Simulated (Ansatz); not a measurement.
# Mg3Sb2: the band gap up the ladder of functionals

The gap of the published phase of Mg3Sb2 (P-3m1) is computed at one geometry with PBE, r2SCAN, HSE06, PBE+SOC, PBE0, LDA, Hartree-Fock.

Program: Ansatz 0.2.0. PAW datasets, plane waves. Computed at 0 K without zero-point motion; spin polarisation is off.

## 1. The cell

The cell was relaxed beforehand with r2SCAN.

Space group P-3m1 (No. 164), trigonal; a = 4.570 Å, c = 7.240 Å in the conventional setting, 26.19 Å³ an atom. Near Mg stand 4 Sb at 2.82–2.93 Å; near Mg stand 6 Sb at 3.12 Å; near Sb stand 7 Mg at 2.82–3.12 Å.

Coordinates:

```
Mg Sb
1.0
     4.56967    0.00000    0.00000
    -2.28483    3.95745    0.00000
     0.00000    0.00000    7.24000
Mg Sb
3 2
Direct
  0.33333 0.66667 0.63366
  0.66667 0.33333 0.36634
  0.00000 0.00000 0.00000
  0.33333 0.66667 0.22875
  0.66667 0.33333 0.77125
```

## 2. PBE bands along the symmetry lines

input.yaml reads:

```yaml
crystal:
  lattice:
    - [4.5696659248, 0.0, 0.0]
    - [-2.2848329624, 3.9574467777, 0.0]
    - [0.0, 0.0, 7.2399975018]
  atoms:
    - { symbol: Mg, position: [0.3333333333, 0.6666666667, 0.6336571752] }
    - { symbol: Mg, position: [0.6666666667, 0.3333333333, 0.3663428248] }
    - { symbol: Mg, position: [0.0, 0.0, 0.0] }
    - { symbol: Sb, position: [0.3333333333, 0.6666666667, 0.2287531118] }
    - { symbol: Sb, position: [0.6666666667, 0.3333333333, 0.7712468882] }
kpoints:
  mp_grid: { grid: [6, 6, 4] }
  band_path:
    path:
      - [[0.0, 0.0, 0.0], [0.5, 1.347382074741e-17, -5.541444016561e-19], [0.3333333333333, 0.3333333333333, -7.388592022081e-19], [0.0, 0.0, 0.0], [-2.461226908172e-36, -3.645869533271e-36, 0.5], [0.5, 1.341854844414e-17, 0.5], [0.3333333333333, 0.3333333333333, 0.5], [-2.461226908172e-36, -3.645869533271e-36, 0.5]]
      - [[0.5, 1.341854844414e-17, 0.5], [0.5, 1.347382074741e-17, -5.541444016561e-19]]
      - [[0.3333333333333, 0.3333333333333, 0.5], [0.3333333333333, 0.3333333333333, -7.388592022081e-19]]
    npoints: 10
hamiltonian:
  xc: pbe
scf:
  occupations: { method: fermi_dirac, width: 0.02 }
  n_extra_bands: 5
output:
  forces: true
  stress: true
  eigenvalues: true
```

On the command line:

```
$ ansatz run input.yaml --threads 4 --pin off --max-ram 9216MiB --backend cpu --events-out ev --progress --plain --runs-dir out
```

Further steps of the session: Single point with r2SCAN; HSE06 at the same geometry; PBE+SOC; PBE0 at the same geometry; Single point with LDA; One-shot GW from PBE; G0W0 on PBE; DDH-PBE0; Hartree-Fock at the same geometry.

What does the calculation give? Wanted: for each run, gap; kind; from PBE.

The runs gave:

No gap came of DDH-PBE0 (unfinished or unsound).

```
       level  gap (eV)                     kind  from PBE (eV)
         PBE      0.26  Γ to (0.50, 0.00, 0.35)              0
      r2SCAN      0.59  Γ to (0.00, 0.42, 0.34)          +0.33
       HSE06      0.60  Γ to (0.00, 0.42, 0.34)          +0.34
     PBE+SOC      0.01                     zero          -0.25
        PBE0      1.18  Γ to (0.00, 0.42, 0.34)          +0.92
         LDA      0.07  Γ to (0.00, 0.42, 0.34)          -0.19
Hartree-Fock      5.10                   Γ to K          +4.84
```

Meshes: PBE 6×6×4, r2SCAN 6×6×4, HSE06 6×6×2, PBE+SOC 6×6×4, PBE0 6×6×2, LDA 6×6×4, Hartree-Fock 6×6×2

**Reading.** The gap runs from 0.01 eV (PBE+SOC) to 5.10 eV (Hartree-Fock). Against HSE06, PBE is short by 0.34 eV, at 44 % of it, and r2SCAN 98 %. PBE0 lies 0.57 eV above HSE06, which differs from it by screening the long-range exchange. Hartree-Fock lies above HSE06 by 4.5 eV. Spin-orbit coupling changes the PBE gap by -0.25 eV, and the other levels here lack it unless marked. All values are for fixed nuclei; lattice motion, which mostly narrows measured gaps, is not included.
